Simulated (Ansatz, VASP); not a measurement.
# BAs in VASP and in Ansatz

```
As B
1.0
     0.00000    2.38850    2.38850
     2.38850    0.00000    2.38850
     2.38850    2.38850    0.00000
As B
1 1
Cartesian
  3.5827 3.5827 3.5827
  0.0000 0.0000 0.0000
```

Alike in both runs: task single point; functional PBE0; k mesh 4 × 4 × 4; occupations fermi-dirac, width 0.05 eV; spin-orbit coupling, no magnetisation.

|  | VASP | Ansatz |
| --- | --- | --- |
| version | VASP 6.6.1 | Ansatz 0.2.0 |
| potentials or method | VASP PAW PBE potentials, release 64 (As, B) | Ansatz PAW |
| plane-wave cutoff (eV) | 520 | 420 |
| valence electrons in the cell | 8 | 18 |

|  | VASP | Ansatz | Ansatz less VASP |
| --- | --- | --- | --- |
| gap on the k mesh at the Fermi level (eV) | 2.76 | 2.75 | -0.017 |
| least direct gap on the mesh (eV) | 4.64 | 4.64 | -0.004 |
| pressure (GPa) | -0.2 | 0.0 | +0.29 |

The functional is the same, so the differences come from potentials, cutoffs and numerics. The two sets of potentials don't hold the same shells in valence.

Caveats: the k mesh is coarse (spacing up to 0.57 Å⁻¹), so the values aren't converged, least of all with exact exchange; the PAW data sets were made with another functional, which shifts forces and pressure a little (VASP); the PAW data sets come from PBE, with cores solved anew for the run's functional, which leaves a small shift of forces and pressure (Ansatz); the thresholds are loose for stress (Ansatz).
